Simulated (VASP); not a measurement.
Method: SCAN meta-GGA, VASP's PBE PAW potentials (set 64) (plane waves; VASP).

The input files of a VASP run:

File POSCAR:
```
MgF2
1
    4.5900808681     0.0000000000     0.0000000000
    0.0000000000     4.5900808681     0.0000000000
    0.0000000000     0.0000000000     3.0275936649
Mg F
2 4
Direct
  0.0000000000   1.0000000000   0.0000000000
  0.5000000000   0.5000000000   0.5000000000
  0.3029040303   0.3029040303   1.0000000000
  0.8029040303   0.1970959697   0.5000000000
  0.1970959697   0.8029040303   0.5000000000
  0.6970959697   0.6970959697   0.0000000000
```

### INCAR
```
SYSTEM = MgF2
PREC = Accurate
ENCUT = 520
EDIFF = 1E-6
NELM = 100
ALGO = Normal
LREAL = .FALSE.
LASPH = .TRUE.
ISMEAR = 0
SIGMA = 0.05
METAGGA = SCAN
LMIXTAU = .TRUE.
LWAVE = .FALSE.
LCHARG = .FALSE.
IBRION = 2
ISIF = 3
NSW = 60
EDIFFG = -0.02
```

**KPOINTS**
```
Automatic mesh
0
Gamma
5 5 7
0 0 0
```

POTCAR, in this order: Mg F (PBE.64 set). Program: vasp_std.

The resulting files:

**OUTCAR**
```
 ion  position               nearest neighbor table
   1  0.000  0.000  0.000-   3 1.97   6 1.97   5 1.98   4 1.98   4 1.98   5 1.98   2 3.58   2 3.58
                             2 3.58   2 3.58   2 3.58   2 3.58   2 3.58   2 3.58
   2  0.500  0.500  0.500-   4 1.97   5 1.97   3 1.98   6 1.98   3 1.98   6 1.98   1 3.58   1 3.58
                             1 3.58   1 3.58   1 3.58   1 3.58   1 3.58   1 3.58
   3  0.303  0.303  0.000-   1 1.97   2 1.98   2 1.98
   4  0.803  0.197  0.500-   2 1.97   1 1.98   1 1.98
   5  0.197  0.803  0.500-   2 1.97   1 1.98   1 1.98
   6  0.697  0.697  0.000-   1 1.97   2 1.98   2 1.98
  LATTYP: Found a simple tetragonal cell.
 ALAT       =     4.5900808681
 C/A-ratio  =     0.6595948420
 Subroutine PRICEL returns:
 Original cell was already a primitive cell.
 Subroutine GETGRP returns: Found 16 space group operations
The static configuration has the point symmetry D_2h.
 The point group associated with its full space group is D_4h.
The dynamic configuration has the point symmetry D_2h.
 Subroutine INISYM returns: Found 16 space group operations
 Subroutine IBZKPT returns following result:
 Found     24 irreducible k-points:

 Following reciprocal coordinates:
            Coordinates               Weight
  0.000000  0.000000  0.000000      1.000000
...
```

File OSZICAR:
```
       N       E                     dE             d eps       ncg     rms          rms(c)
DAV:   1     0.183267205157E+03    0.18327E+03   -0.19029E+04   992   0.155E+03
DAV:   2    -0.493448081836E+02   -0.23261E+03   -0.22671E+03  1264   0.353E+02
DAV:   3    -0.584431106016E+02   -0.90983E+01   -0.90792E+01  1132   0.722E+01
DAV:   4    -0.584914299114E+02   -0.48319E-01   -0.48306E-01  1100   0.598E+00
DAV:   5    -0.584916818672E+02   -0.25196E-03   -0.25195E-03  1112   0.447E-01    0.928E+00
DAV:   6    -0.483194411261E+02    0.10172E+02   -0.45436E+00  1008   0.149E+01    0.278E+00
DAV:   7    -0.465973283831E+02    0.17221E+01   -0.27989E+00   996   0.195E+01    0.244E+00
DAV:   8    -0.466716971507E+02   -0.74369E-01   -0.72459E-03  1128   0.751E-01    0.254E+00
DAV:   9    -0.456151622734E+02    0.10565E+01   -0.22480E-01   980   0.612E+00    0.956E-01
DAV:  10    -0.470075739978E+02   -0.13924E+01   -0.48787E-01   960   0.677E+00    0.417E-01
DAV:  11    -0.470085384340E+02   -0.96444E-03   -0.30557E-03  1124   0.553E-01    0.426E-01
DAV:  12    -0.470193542569E+02   -0.10816E-01   -0.81646E-04   992   0.394E-01    0.405E-01
DAV:  13    -0.470201883013E+02   -0.83404E-03   -0.27863E-04  1116   0.148E-01    0.364E-01
DAV:  14    -0.469967974931E+02    0.23391E-01   -0.16645E-02   964   0.124E+00    0.112E+00
DAV:  15    -0.470316595877E+02   -0.34862E-01   -0.46444E-03   960   0.761E-01    0.156E+00
DAV:  16    -0.470352321622E+02   -0.35726E-02   -0.29807E-04  1116   0.193E-01    0.137E+00
DAV:  17    -0.470668446470E+02   -0.31612E-01   -0.12619E-02   960   0.150E+00    0.940E-02
DAV:  18    -0.470696428160E+02   -0.27982E-02   -0.11150E-03   960   0.459E-01    0.258E-01
DAV:  19    -0.470701033266E+02   -0.46051E-03   -0.27443E-04  1048   0.234E-01    0.223E-01
DAV:  20    -0.470701064666E+02   -0.31400E-05   -0.29004E-04   972   0.212E-01    0.111E-01
DAV:  21    -0.470702682945E+02   -0.16183E-03   -0.73422E-05   980   0.122E-01    0.351E-02
DAV:  22    -0.470702131886E+02    0.55106E-04   -0.26446E-05   976   0.731E-02    0.229E-02
DAV:  23    -0.470702412706E+02   -0.28082E-04   -0.12375E-05   968   0.477E-02    0.725E-03
DAV:  24    -0.470702346203E+02    0.66503E-05   -0.41978E-06   984   0.312E-02    0.182E-03
DAV:  25    -0.470702338735E+02    0.74684E-06   -0.57582E-07   624   0.972E-03
   1 F= -.47070234E+02 E0= -.47070234E+02  d E =-.470702E+02
```

File OUTCAR:
```
------------------------ aborting loop because EDIFF is reached ----------------------------------------
  FORCE on cell =-STRESS in cart. coord.  units (eV):
  Direction    XX          YY          ZZ          XY          YZ          ZX
  --------------------------------------------------------------------------------------
  Total       -0.0014883     -0.0014883      0.0082716      0.0000000      0.0000000      0.0000000
  in kB       -0.0373808     -0.0373808      0.2077594      0.0000000      0.0000000      0.0000000
  external PRESSURE =       0.0443326 kB  Pullay stress =       0.0000000 kB
  volume of cell :       63.79
      direct lattice vectors                 reciprocal lattice vectors
     4.590080868  0.000000000  0.000000000     0.217861085  0.000000000  0.000000000
     0.000000000  4.590080868  0.000000000     0.000000000  0.217861085  0.000000000
     0.000000000  0.000000000  3.027593665     0.000000000  0.000000000  0.330295314
 POSITION                                       TOTAL-FORCE (eV/Angst)
 -----------------------------------------------------------------------------------
      0.00000      0.00000      0.00000         0.000000      0.000000      0.000000
      2.29504      2.29504      1.51380         0.000000      0.000000      0.000000
      1.39035      1.39035      0.00000        -0.007663     -0.007663      0.000000
      3.68539      0.90469      1.51380        -0.007663      0.007663      0.000000
      0.90469      3.68539      1.51380         0.007663     -0.007663      0.000000
      3.19973      3.19973      0.00000         0.007663      0.007663      0.000000
 -----------------------------------------------------------------------------------
    total drift:                                0.000000     -0.000000      0.000000
  FREE ENERGIE OF THE ION-ELECTRON SYSTEM (eV)
  ---------------------------------------------------
  free  energy   TOTEN  =       -47.0702338735 eV

  energy  without entropy=      -47.0702338735  energy(sigma->0) =      -47.07023387

 reached required accuracy - stopping structural energy minimisation
```
(Selected blocks of OUTCAR.)

The compound is MgF2 in the rutile structure. It was relaxed first. The start is the result of an earlier pass.
